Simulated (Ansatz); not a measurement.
# K8Mg9F24: the cost of one run

Method: density functional theory in Ansatz 0.2.0, PAW datasets, plane waves.

### Step 1. The starting cell

41 atoms (8 K, 9 Mg, 24 F); a = 7.983 Å, b = 7.983 Å, c = 7.983 Å, α = 90.00°, β = 90.00°, γ = 90.00°. All atoms were shaken off their sites by about 0.02 Å along each axis. Defect site 1: (0.500, 0.750, 0.500).

Steps to follow: (2) PBEsol relaxation at the single k point (¼, ¼, ¼), on 8 threads of Intel Xeon 6975P-C; (3) HSE06 single point at the single k point (¼, ¼, ¼), on 8 threads of Intel Xeon 6975P-C.

### Step 2. Relaxing the atoms with PBEsol

The input, in.yaml:

```yaml
crystal:
  lattice:
    - [7.982544, 0.000000, 0.000000]
    - [0.000000, 7.982544, 0.000000]
    - [0.000000, 0.000000, 7.982544]
  atoms:
    - { symbol: K, position: [0.994657, 0.998160, 0.998184] }
    - { symbol: K, position: [0.996103, 0.002275, 0.502633] }
    - { symbol: K, position: [0.996953, 0.495486, 0.000112] }
    - { symbol: K, position: [0.998312, 0.498404, 0.499770] }
    - { symbol: K, position: [0.496446, 0.002813, 0.999319] }
    - { symbol: K, position: [0.500356, 0.999032, 0.495910] }
    - { symbol: K, position: [0.496690, 0.502276, 0.999407] }
    - { symbol: K, position: [0.505177, 0.500238, 0.494955] }
    - { symbol: Mg, position: [0.250240, 0.250653, 0.253264] }
    - { symbol: Mg, position: [0.248094, 0.250840, 0.754535] }
    - { symbol: Mg, position: [0.245205, 0.746462, 0.253485] }
    - { symbol: Mg, position: [0.250672, 0.746414, 0.751129] }
    - { symbol: Mg, position: [0.748442, 0.248977, 0.250243] }
    - { symbol: Mg, position: [0.748445, 0.252245, 0.752256] }
    - { symbol: Mg, position: [0.753606, 0.747546, 0.245221] }
    - { symbol: Mg, position: [0.746365, 0.748500, 0.748307] }
    - { symbol: Mg, position: [0.498886, 0.748528, 0.498109] }
    - { symbol: F, position: [0.249465, 0.250945, 0.995543] }
    - { symbol: F, position: [0.247622, 0.251570, 0.505629] }
    - { symbol: F, position: [0.248294, 0.745479, 0.001220] }
    - { symbol: F, position: [0.246274, 0.748766, 0.499227] }
    - { symbol: F, position: [0.746500, 0.251322, 0.997148] }
    - { symbol: F, position: [0.750836, 0.246952, 0.505332] }
    - { symbol: F, position: [0.752857, 0.750641, 0.997182] }
    - { symbol: F, position: [0.751335, 0.754410, 0.501207] }
    - { symbol: F, position: [0.001134, 0.251666, 0.249373] }
    - { symbol: F, position: [0.998832, 0.250119, 0.748563] }
    - { symbol: F, position: [0.998715, 0.752909, 0.245876] }
    - { symbol: F, position: [0.000004, 0.751771, 0.747882] }
    - { symbol: F, position: [0.498498, 0.247398, 0.250872] }
    - { symbol: F, position: [0.502567, 0.249271, 0.746570] }
    - { symbol: F, position: [0.500601, 0.746625, 0.251782] }
    - { symbol: F, position: [0.505348, 0.755385, 0.751540] }
    - { symbol: F, position: [0.244493, 0.000207, 0.244359] }
    - { symbol: F, position: [0.249960, 0.002214, 0.753401] }
    - { symbol: F, position: [0.248239, 0.499736, 0.253810] }
    - { symbol: F, position: [0.247376, 0.502904, 0.748945] }
    - { symbol: F, position: [0.749042, 0.003888, 0.245214] }
    - { symbol: F, position: [0.747207, 0.000717, 0.747222] }
    - { symbol: F, position: [0.747792, 0.502398, 0.249653] }
    - { symbol: F, position: [0.748602, 0.500106, 0.752700] }
  symmetry: { detect: false }
kpoints:
  mp_grid: { grid: [1, 1, 1], shift: [0.25, 0.25, 0.25] }
hamiltonian:
  xc: pbesol
total_charge: 2
scf:
  occupations: { method: fermi_dirac, width: 0.01 }
relax:
  f_tol: 0.03
  max_steps: 80
  escape_saddle: false
  adjacent_minimum: "off"
output:
  forces: true
  eigenvalues: true
  populations: true
  charged_corrections: { epsilon: 7 }
```

The run is started by

```bash
> ansatz run in.yaml --threads 8 --pin off --max-ram 13300MiB --runs-dir r --events-out ev --progress --plain
```

**Question.** How long does this run take on 8 threads of Intel Xeon 6975P-C, shared host, and how much memory does it need?

About 9.3 s, with a peak of 0.98 GiB.
